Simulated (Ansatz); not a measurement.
Write the native input for Ansatz 0.2.0 that does the following.

* Task: relaxation of cell and atoms
* Functional: PBE
* Potentials or basis: Ansatz PAW
* Cutoff: 420 eV (not typed: the program's choice for these potentials)
* k mesh: 8 × 8 × 8
* Occupations: fermi-dirac, width 0.05 eV
* Spin: no spin polarisation
* Target pressure: 30 GPa
* Target pressure (GPa): 30

InPd:

```
In Pd
1.0
     3.27188    0.00000    0.00000
     0.00000    3.27188    0.00000
     0.00000    0.00000    3.27188
In Pd
1 1
Cartesian
  0.0000 0.0000 0.0000
  1.6359 1.6359 1.6359
```

The cell comes from a database or a generator and needn't be the stable form of this composition.

The input as run:

input.yaml

```yaml
crystal:
  lattice:
    - [3.27188478, 0.0, 0.0]
    - [0.0, 3.27188478, 0.0]
    - [0.0, 0.0, 3.27188478]
  atoms:
    - { symbol: In, position: [0.0, 0.0, 0.0] }
    - { symbol: Pd, position: [0.5, 0.5, 0.5] }
hamiltonian:
  xc: pbe
  pseudopotentials: { kind: paw }
kpoints:
  mp_grid: { grid: [8, 8, 8] }
scf:
  occupations: { method: fermi_dirac, width: 0.05 }
output:
  forces: true
  stress: true
  eigenvalues: true
relax:
  f_tol: 0.01
  max_steps: 40
  cell: { stress_tol: 0.05, p_target: 30.0 }
```

Potentials or basis: Ansatz PAW.

Run with:

```console
$ ansatz run input.yaml --threads 2 --pin off --max-ram 5632MiB --backend cpu --events-out ev --progress --plain --runs-dir out
```

It gave:

The relaxed volume is 15.27 Å³/atom, the relaxed cell is a = 3.126 Å, b = 3.126 Å, c = 3.126 Å, α = 90.00°, β = 90.00°, γ = 90.00° and the space group after relaxing (to 0.05 Å) is Pm-3m (No. 221). The energy change on relaxing (the enthalpy is what falls) is +211.6 meV/atom and the ionic steps are 5. The pressure after relaxing is 30.0 GPa and the band gap on the k mesh is none (metal or under the smearing width).

Caveat: the plane-wave basis is chosen anew once the cell has moved, so the energies of steps on either side of that aren't comparable.

Wall time 5 s on 2 threads of Arm Neoverse V1 (shared host), peak memory 0.32 GiB.
